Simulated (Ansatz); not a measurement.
## TaN: enthalpy against pressure

TaN, P6/mmm, a = 5.205 Å, c = 2.904 Å. This isn't the usual stable structure of the compound. Ansatz: PBEsol, PAW, 420 eV, Γ-centred 12×12×12 mesh on 6 atoms, Gaussian smearing 0.10 eV; no spin polarisation. Cell and atoms are relaxed at each pressure, and no other structure is tried, so the rows at high pressure may lie past a change of phase. y is the enthalpy over the state at zero pressure; there V0 = 11.355 Å³/atom. The pressures are the targets, met within 0.03 GPa.

```
P (GPa) y (eV/atom)
   -3.0      -0.2137
    0.0       0.0000
    3.0       0.2116
    8.0       0.5597
   15.0       1.0384
   30.0            ?
   60.0       3.9243
```

Fit y = c1 P + c2 P² + c3 P³ to the other rows, say what c1 and c2 mean, and predict the missing value.

Least squares on the rows shown. y = 0.070870 P − 0.00011583 P² + 4.1241×10⁻⁷ P³. Since dH/dP = V, c1 is V0: 0.070870 eV/GPa × 160.2 = 11.353 Å³ against 11.355; c2 = −V0/(2B0) gives B0 = 306 GPa, where a Birch–Murnaghan fit to the volumes of the same runs (not shown) gives 298 GPa. At P = 30.0 the fit asked for gives 2.0330 eV/atom. The run gave 2.0341 eV/atom, so the fit is 0.0011 eV/atom too low, 0.027 % of the span of the series, against an rms of 0.00003 eV/atom on the fitted rows. With a term in P⁴ added, a fit to the same known rows predicts 2.0341 eV/atom, so most of the miss is curvature that the known rows already hold.

Spin–orbit coupling is left out, which can shift energies with elements as heavy as these.